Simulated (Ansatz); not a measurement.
**Skutterudite CoSb3**

Method: PBE in Ansatz (PAW).

Numerical settings: plane-wave cutoff 520 eV, 6×6×6 k mesh, Fermi–Dirac smearing 0.01 eV, no spin polarisation, scalar-relativistic PAW data made under PBE.

Cell: relaxed at this level.

- equilibrium volume per atom = 23.68 Å³/atom
- bulk modulus B0 = 84.7 GPa
- lattice constant a = 9.117 Å
- band gap = 0.16 eV
- pressure derivative B′ of the bulk modulus = 4.8

Measured, for comparison: band gap 0.63 eV (temperature not stated, not corrected to a static lattice; as tabulated in Kim et al. (2020), doi:10.1038/s41597-020-00723-8); equilibrium volume per atom 23.06 Å³/atom, lattice constant a 9.037 Å (room temperature, not corrected to a static lattice; as tabulated in Alexeev et al. (2016), arXiv:1601.07731); bulk modulus 95 ± 5 GPa (room temperature, not corrected to a static lattice, our sources range from 85.0 to 95.0; as tabulated in Alexeev et al. (2016), arXiv:1601.07731). Computed (rounded) less measured: equilibrium volume per atom +2.7 %, bulk modulus -11 % (-0.4 % to -11 % over the range), lattice constant a +0.9 %.

Note: the bulk modulus comes from volumes at which shape and atoms were relaxed.

Spin–orbit coupling is not included; it can close the smallest gap of 0.16 eV.

Static lattice: no zero-point or thermal effects.

Ansatz is a first-principles code.
